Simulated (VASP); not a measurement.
# Ti (P6/mmm) in VASP: notebook

The runs below take Ti through single point, with PBE.

All numbers are computed with VASP 6.6.1; they aren't measurements. Logs are shortened: lines on timing, memory, paths and dates and some standing lists are left out, and cuts for length are marked.

### Step 1. Starting point

Symmetry: P6/mmm, No. 191, hexagonal system. The conventional cell has a = 4.567 Å, b = 4.567 Å, c = 2.826 Å, α = 90.00°, β = 90.00°, γ = 120.00°. Around Ti (site symmetry -6m2) lie 11 Ti at 2.64 to 2.99 Å. Ti (site symmetry 6/mmm) is surrounded by 14 Ti at 2.83 to 2.99 Å.

This isn't the form of Ti at room conditions, which is hcp.

### Step 2. Single point, PBE

Contents of INCAR:

```
SYSTEM = Ti
PREC     = Accurate       ! precision mode
ENCUT    = 600            ! plane-wave cutoff, eV
EDIFF    = 1E-6           ! SCF threshold, eV
ISMEAR   = 0              ! smearing method
SIGMA    = 0.15           ! smearing width, eV
LREAL    = .False.        ! projectors in reciprocal space
LASPH    = .True.         ! aspherical terms in the spheres
NELM     = 100            ! most SCF steps
ALGO     = Normal         ! electronic algorithm
ISIF     = 2              ! what is computed and relaxed
LWAVE    = .False.        ! write WAVECAR
LCHARG   = .False.        ! write CHGCAR
GGA      = PE             ! functional
NBANDS   = 13             ! bands
ADDGRID  = .False.
```

Contents of KPOINTS:

```
Automatic mesh
0
Gamma
  2 2 3
  0 0 0
```

Contents of POSCAR:

```
Ti
1.0
    4.5673748306      0.0000000000      0.0000000000
   -2.2836874153      3.9554626319      0.0000000000
    0.0000000000      0.0000000000      2.8262442700
Ti
3
Direct
    0.6666666667      0.3333333333      0.5000000000
    0.3333333333      0.6666666667      0.5000000000
    0.0000000000      0.0000000000      0.0000000000
```

Potentials or basis: VASP PAW PBE potentials, release 64 (Ti).

Run with:

```sh
$ cat potpaw_PBE.64/Ti/POTCAR > POTCAR
$ mpirun -np 1 vasp_std > vasp.out
```

OUTCAR:

```text
SYSTEM = Ti
   PREC = Accurate
   ENCUT = 600
   EDIFF = 1E-6
   ISMEAR = 0
   LREAL = .False.
   LASPH = .True.
   NELM = 100
   ISIF = 2
   GGA = PE

 Found      4 irreducible k-points:

 Following reciprocal coordinates:
            Coordinates               Weight
  0.000000  0.000000  0.000000      1.000000
  0.500000  0.000000  0.000000      3.000000
  0.000000  0.000000  0.333333      2.000000
  0.500000  0.000000  0.333333      6.000000
   k-points           NKPTS =      4   k-points in BZ     NKDIM =      4   number of bands    NBANDS=     13
   number of dos      NEDOS =    301   number of ions     NIONS =      3
   total plane-waves  NPLWV =  31104
   dimension x,y,z NGX =    36 NGY =   36 NGZ =   24
   dimension x,y,z NGXF=    72 NGYF=   72 NGZF=   48
   ions per type =               3
   NGX,Y,Z   is equivalent  to a cutoff of  13.10, 13.10, 14.12 a.u.
   NGXF,Y,Z  is equivalent  to a cutoff of  26.21, 26.21, 28.23 a.u.
 SYSTEM =  Ti
   PREC   = accura    normal or accurate (medium, high low for compatibility)
   ISTART =      0    job   : 0-new  1-cont  2-samecut
   ICHARG =      2    charge: 1-file 2-atom 10-const
   ISPIN  =      1    spin polarized calculation?
   LNONCOLLINEAR =      F non collinear calculations
   LSORBIT =      F    spin-orbit coupling
   LASPH  =      T    aspherical Exc in radial PAW
   ENCUT  =  600.0 eV  44.10 Ry    6.64 a.u.   9.12  9.12  5.64*2*pi/ulx,y,z
   NELM   =    100;   NELMIN=  2; NELMDL= -5     # of ELM steps
   EDIFF  = 0.1E-05   stopping-criterion for ELM
   LREAL  =      F    real-space projection
   EDIFFG = 0.1E-04   stopping-criterion for IOM
   NSW    =      0    number of steps for IOM
   IBRION =     -1    ionic relax: 0-MD 1-quasi-New 2-CG
   NFREE  =      0    steps in history (QN), initial steepest desc. (CG)
   ISIF   =      2    stress and relaxation
   ISYM   =      2    0-nonsym 1-usesym 2-fastsym
   POTIM  = 0.5000    time-step for ionic-motion
   TEBEG  =    0.0;   TEEND  =   0.0 temperature during run
   PSTRESS=    0.0 pullay stress
   NELECT =      12.0000    total number of electrons
   NUPDOWN=      -1.0000    fix difference up-down
   EMIN   =  10.00;   EMAX   =-10.00  energy-range for DOS
   EFERMI =   0.00;   METHOD = LEGACY
   ISMEAR =     0;   SIGMA  =   0.15  broadening in eV -4-tet -1-fermi 0-gaus
   EFERMI_NEDOS =   21; number of points for ismear=-14 and -15
   IALGO  =     38    algorithm
   IMIX   =      4    mixing-type and parameters
     AMIX     =   0.40;   BMIX     =  1.00
     AMIX_MAG =   1.60;   BMIX_MAG =  1.00
  volume/ion in A,a.u.               =      17.02       114.85
  Fermi-wavevector in a.u.,A,eV,Ry     =   1.010285  1.909162 13.887145  1.020676
  Thomas-Fermi vector in A             =   2.143265
   LORBIT       =      0    0 simple, 1 ext, 2 COOP (PROOUT), +10 PAW based schemes
   GGA     = PE    functional components
   LHFCALC =     F    Hartree Fock is set to
   AEXX    =    0.0000 exact exchange contribution
   IVDW    =     0    specifies the selected vdW correction
   LEPSILON=     F    determine dielectric tensor
   LRPA    =     F    only Hartree local field effects (RPA)
 non-spin polarized calculation
 Gauss-broadening in eV      SIGMA  =   0.15
  energy-cutoff  :      600.00
  volume of cell :       51.06
 maximum number of plane-waves:      1721
   NGX = 19   NGY = 19   NGZ = 11

 number of electron      12.0000000 magnetization

 Free energy of the ion-electron system (eV)
  ---------------------------------------------------
  ext. energy  EPLUGINS =         0.00000000
  ---------------------------------------------------
  free energy    TOTEN  =       -23.34845706 eV

  energy without entropy =      -23.32382973  energy(sigma->0) =      -23.33614340

 E-fermi :   2.9542     XC(G=0): -11.1392

 val. band max:        2.8040579310   @ k =   0.5000   0.0000   0.0000
 cond. band min:       3.0853215845   @ k =   0.5000   0.0000   0.0000
 fundamental gap:      0.2812636535
 Fermi energy:         2.9542479702

 k-point     1 :       0.0000    0.0000    0.0000
  band No.  band energies     occupation
      1      -2.9694      2.00000
      2       1.1530      2.00000
      3       2.3528      2.00000
      4       2.3528      2.00000
      5       2.4996      1.99998
      6       2.4996      1.99998
      7       3.1449      0.07227
      8       3.7711      0.00000
      9       4.3929      0.00000
     10       4.3929      0.00000
     11       4.8502      0.00000
     12       4.8502      0.00000
     13       5.0760      0.00000

 k-point     2 :       0.5000    0.0000    0.0000
  band No.  band energies     occupation
      1      -0.5751      2.00000
      2      -0.4181      2.00000
      3       0.4873      2.00000
      4       2.7133      1.97691
      5       2.7492      1.94675
      6       2.8041      1.84323
      7       3.0853      0.21654
      8       3.6291      0.00000
      9       4.1283      0.00000
     10       4.1638      0.00000
     11       4.9492      0.00000
     12       5.1916      0.00000
     13       5.6645      0.00000

 k-point     3 :       0.0000    0.0000    0.3333
  band No.  band energies     occupation
      1      -0.7577      2.00000
      2       1.3232      2.00000
      3       1.3232      2.00000
      4       1.6837      2.00000
      5       1.6837      2.00000
      6       2.0958      2.00000
      7       4.3620      0.00000
      8       4.3620      0.00000
      9       4.4296      0.00000
     10       4.4296      0.00000
     11       5.7404      0.00000
     12       5.7527      0.00000
     13       5.7527      0.00000

 k-point     4 :       0.5000    0.0000    0.3333
  band No.  band energies     occupation
      1       0.5071      2.00000
      2       0.7327      2.00000
      3       1.8621      2.00000
      4       1.8639      2.00000
      5       2.1700      2.00000
      6       2.6491      1.99598
      7       3.3567      0.00015
      8       3.3629      0.00012
      9       4.0994      0.00000
     10       4.2507      0.00000
     11       5.1736      0.00000
     12       5.7198      0.00000
     13       5.9348      0.00000

------------------------ aborting loop because EDIFF is reached ----------------------------------------

  FORCE on cell =-STRESS in cart. coord.  units (eV):
  Direction    XX          YY          ZZ          XY          YZ          ZX
  --------------------------------------------------------------------------------------
  -------------------------------------------------------------------------------------
  Total       -0.7447083     -0.7447083     -1.5068949      0.0000000      0.0000000      0.0000000
  in kB      -23.3680863    -23.3680863    -47.2846206      0.0000000      0.0000000      0.0000000
  external PRESSURE =     -31.3402644 kB  Pullay stress =       0.0000000 kB

 VOLUME and BASIS-vectors are now :
 -----------------------------------------------------------------------------
  energy-cutoff  :      600.00
  volume of cell :       51.06
      direct lattice vectors                 reciprocal lattice vectors
     4.567374831  0.000000000  0.000000000     0.218944150  0.126407464  0.000000000
    -2.283687415  3.955462632  0.000000000     0.000000000  0.252814928  0.000000000
     0.000000000  0.000000000  2.826244270     0.000000000  0.000000000  0.353826458

 POSITION                                       TOTAL-FORCE (eV/Angst)
 -----------------------------------------------------------------------------------
      2.28369      1.31849      1.41312         0.000000     -0.000000      0.000000
     -0.00000      2.63698      1.41312        -0.000000      0.000000     -0.000000
      0.00000      0.00000      0.00000        -0.000000     -0.000000      0.000000
 -----------------------------------------------------------------------------------
    total drift:                                0.000000      0.000000     -0.000000

  FREE ENERGIE OF THE ION-ELECTRON SYSTEM (eV)
  ---------------------------------------------------
  free  energy   TOTEN  =       -23.3484570590 eV

  energy  without entropy=      -23.3238297326  energy(sigma->0) =      -23.33614340
```

It took 8.9 s on 1 thread of Intel Xeon Platinum 8488C (Sapphire Rapids), shared host; peak memory 0.17 GiB.

The run converged, but some of its settings lie outside the range that counts as converged, so its numbers aren't taken as properties of the crystal.

Results:

| Quantity | Value |
| --- | --- |
| Free energy | -23.3485 eV |
| Pressure | -3.1 GPa |

Caveat: the k mesh is coarse (spacing up to 0.79 Å⁻¹), so the values aren't converged; the mesh shows a gap though the element is a metal.

### Step 3. Single point, PBE

INCAR is that of step 2.

KPOINTS is that of step 2.

Contents of POSCAR:

```
Ti
1.0
    4.5673748306      0.0000000000      0.0000000000
   -2.2836874153      3.9554626319      0.0000000000
    0.0000000000      0.0000000000      2.8262442700
Ti
3
Direct
    0.6535550000      0.3369470000      0.4982190000
    0.3492570000      0.6782810000      0.5288300000
    0.0014220000     -0.0021490000     -0.0037100000
```

Potentials or basis: VASP PAW PBE potentials, release 64 (Ti).

Run with:

```sh
$ cat potpaw_PBE.64/Ti/POTCAR > POTCAR
$ mpirun -np 1 vasp_std > vasp.out
```

Wall time 11 s (1 thread of Intel Xeon Platinum 8488C (Sapphire Rapids), shared host); peak memory 0.17 GiB.

These settings aren't checked as converged: the numbers below hold their error.

Results:

| Quantity | Value |
| --- | --- |
| Free energy | -23.3108 eV |
| Pressure | -2.8 GPa |
| Largest force | 0.500 eV/Å |

Caveat: the k mesh is coarse (spacing up to 0.79 Å⁻¹), so the values aren't converged; the mesh shows a gap though the element is a metal.
